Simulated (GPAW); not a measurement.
Crystal: In.

```
In
1.0
    -1.62547    1.62547    2.47370
     1.62547   -1.62547    2.47370
     1.62547    1.62547   -2.47370
In
1
Cartesian
  0.0000 0.0000 0.0000
```

| Quantity | Value |
| --- | --- |
| Program | GPAW 26.7.0 |
| Task | single point |
| Functional | PBE |
| Potentials or basis | GPAW PAW data sets (gpaw-data 1.2.1) |
| Cutoff | 600 eV |
| Basis | pw |
| k mesh | 11 × 11 × 11 |
| Occupations | fermi-dirac, width 0.05 eV |
| Spin | no spin polarisation |

On this cell: pressure 1.7 GPa; band gap on the k mesh none (metal or under the smearing width).

The same run follows on a disturbed copy (cell strained at random at fixed volume):

```
In
1.0
    -1.64299    1.57678    2.43209
     1.65802   -1.63180    2.47812
     1.65199    1.64080   -2.46824
In
1
Cartesian
  0.0192 -0.0186 -0.0129
```

**Question.** What does the disturbed cell give?

**Answer.** The energy (extrapolated to zero smearing) moves by +1.7 meV/atom; pressure 1.7 GPa; band gap on the k mesh none (metal or under the smearing width).

Stress tensor (GPa, compression positive):
```
 1.41 -0.01 -0.02
-0.01  2.51  0.27
-0.02  0.27  1.19
```
